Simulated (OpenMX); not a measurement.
PbO (Litharge):

```
Pb O
1.0
     3.99000    0.00000    0.00000
     0.00000    3.99000    0.00000
     0.00000    0.00000    5.01000
Pb O
2 2
Direct
  0.50000 0.00000 0.76000
  0.00000 0.50000 0.24000
  0.50000 0.50000 0.00000
  0.00000 0.00000 0.00000
```

* Program: OpenMX 3.8.5
* Task: single point
* Functional: PBE
* Potentials or basis: OpenMX 2013 PBE set, Pb8.0-s3p2d2f1, O6.0-s2p2d1, grid cutoff 500 Ry
* k mesh: 7 × 7 × 7
* Occupations: fermi-dirac, width 0.05 eV
* Spin: no spin polarisation

On this cell: pressure 4.2 GPa; largest force 0.364 eV/Å; band gap on the k mesh 1.31 eV, indirect (least direct gap 2.25 eV).

The same run follows on a disturbed copy (atoms moved at random, drawn with an rms of 0.05 Å):

```
CELL_PARAMETERS angstrom
3.99000 0.00000 0.00000
0.00000 3.99000 0.00000
0.00000 0.00000 5.01000
ATOMIC_POSITIONS crystal
Pb 0.50251 0.00029 0.76407
Pb 0.98947 0.50782 0.24743
O 0.49476 0.50656 0.99778
O 0.99373 0.01242 0.00824
```

**Question.** What changes?

**Answer.** The energy moves by +2.4 meV/atom; pressure 3.9 GPa; largest force 0.433 eV/Å; band gap on the k mesh 1.26 eV, indirect (least direct gap 2.25 eV).

Forces on the atoms (eV/Å):
```
Pb  -0.184  0.159 -0.358
Pb   0.125  0.034  0.118
O   -0.068 -0.021  0.299
O    0.118 -0.171 -0.060
```

Caveats: spin-orbit coupling is left out, which as a rule narrows the gap of such compounds by several tenths of an eV; an odd mesh through Γ misses points on the zone boundary, where band edges often lie; the basis of atomic orbitals isn't converged, which shifts pressures, moduli and gaps.
